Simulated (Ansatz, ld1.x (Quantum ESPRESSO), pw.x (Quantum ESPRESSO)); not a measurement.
Zr: does the TM potential hold in the solid?

ld1.x (Quantum ESPRESSO) 7.5 input, shortened:

```
&input
   title='Zr', zed=40., rel=1, dft='PBE', iswitch=3,
   config='[Kr] 4d2.5 4f-2 5s1.5 5p0'
 /
 &inputp
   pseudotype=2, tm=.true., lloc=0,
   nlcc=.false.
 /
4
5P  2  1   0.00   0.00  3.00  3.00  0.0
4D  3  2   2.50   0.00  1.65  1.65  0.0
4F  4  3  -2.00   0.25  3.55  3.55  0.0
5S  1  0   1.50   0.00  3.25  3.25  0.0
 &test
   configts(1)='4d2.5 5s1.5 5p0'
 /
```

Atomic tests: cutoffs needed: 30 Ry and 40 Ry (the cutoffs (Ry, on a coarse ladder) from which the occupation-weighted sum of valence levels, in a spherical-Bessel basis at the reference potential, stays within 10 and 1 mRy of its value at 400 Ry); ghost test: no extra level below or beside the all-electron valence levels (p, d, f, s tested) (spherical-Bessel basis up to 400 Ry, 20 bohr box); largest excitation error: +109 meV (all-electron minus pseudo) for 4d2 5s0 5p0, out of 7 test configurations.

Crystal test: fcc Zr in pw.x 7.5, no spin, 13³ k-points, Fermi–Dirac smearing 0.01 Ry, cutoffs 50/200 Ry. The lattice is a test structure that the element need not adopt, and mesh and smearing are coarse.

pw.x input:

```
&control
  calculation='scf', prefix='x', pseudo_dir='./', outdir='./tmp', tstress=.true., disk_io='none'
/
&system
  ibrav=0, nat=1, ntyp=1, ecutwfc=50, ecutrho=200, nbnd=9,
  occupations='smearing', smearing='fd', degauss=0.01
/
&electrons
  conv_thr=1e-09, mixing_beta=0.4, electron_maxstep=70
/
ATOMIC_SPECIES
Zr 1.0 Zr.UPF
CELL_PARAMETERS angstrom
  0.00000000 2.26464521 2.26464521
  2.26464521 0.00000000 2.26464521
  2.26464521 2.26464521 0.00000000
ATOMIC_POSITIONS crystal
Zr 0.0000 0.0000 0.0000
K_POINTS automatic
13 13 13 0 0 0
```

```bash
pw.x < Zr.scf.in > Zr.scf.out
```

Problem. How does the run end?

Solution. It converges; the pressure is 4.67 GPa against 0.31 GPa from all-electron LAPW. The largest radius (3.55 bohr) exceeds half the bond length (3.03 bohr), so the spheres overlap, which is one possible source of error among others. This is a poor potential for the solid. The log shows:

```
     number of k points=    84  Fermi-Dirac smearing, width (Ry)=  0.0100
     iteration #  1     ecut=    50.00 Ry     beta= 0.40
     total energy              =      -6.04119855 Ry
     estimated scf accuracy    <       0.02434684 Ry
     iteration #  2     ecut=    50.00 Ry     beta= 0.40
     total energy              =      -6.03977866 Ry
     estimated scf accuracy    <       0.00587004 Ry
     iteration #  3     ecut=    50.00 Ry     beta= 0.40
     total energy              =      -6.04040665 Ry
     estimated scf accuracy    <       0.00005687 Ry
     iteration #  4     ecut=    50.00 Ry     beta= 0.40
     c_bands:  1 eigenvalues not converged
     c_bands:  1 eigenvalues not converged
     c_bands:  1 eigenvalues not converged
     total energy              =      -6.04043840 Ry
     estimated scf accuracy    <       0.00000428 Ry
     iteration #  5     ecut=    50.00 Ry     beta= 0.40
     total energy              =      -6.04043955 Ry
     estimated scf accuracy    <       0.00000131 Ry
     iteration #  6     ecut=    50.00 Ry     beta= 0.40
     total energy              =      -6.04043981 Ry
     estimated scf accuracy    <          4.2E-09 Ry
     iteration #  7     ecut=    50.00 Ry     beta= 0.40
     total energy              =      -6.04043982 Ry
     estimated scf accuracy    <       0.00000002 Ry
     iteration #  8     ecut=    50.00 Ry     beta= 0.40
     the Fermi energy is     8.1882 ev
!    total energy              =      -6.04043982 Ry
     estimated scf accuracy    <          2.6E-12 Ry
     smearing contrib. (-TS)   =      -0.00683102 Ry
     The total energy is F=E-TS. E is the sum of the following terms:
     one-electron contribution =       4.62136422 Ry
     hartree contribution      =       0.03770783 Ry
     xc contribution           =      -2.12196248 Ry
     ewald contribution        =      -8.57071838 Ry
     convergence has been achieved in   8 iterations
          total   stress  (Ry/bohr**3)                   (kbar)     P=       46.70
     Message from routine punch:
     Nothing written, as per user request (disk_io='none')
```
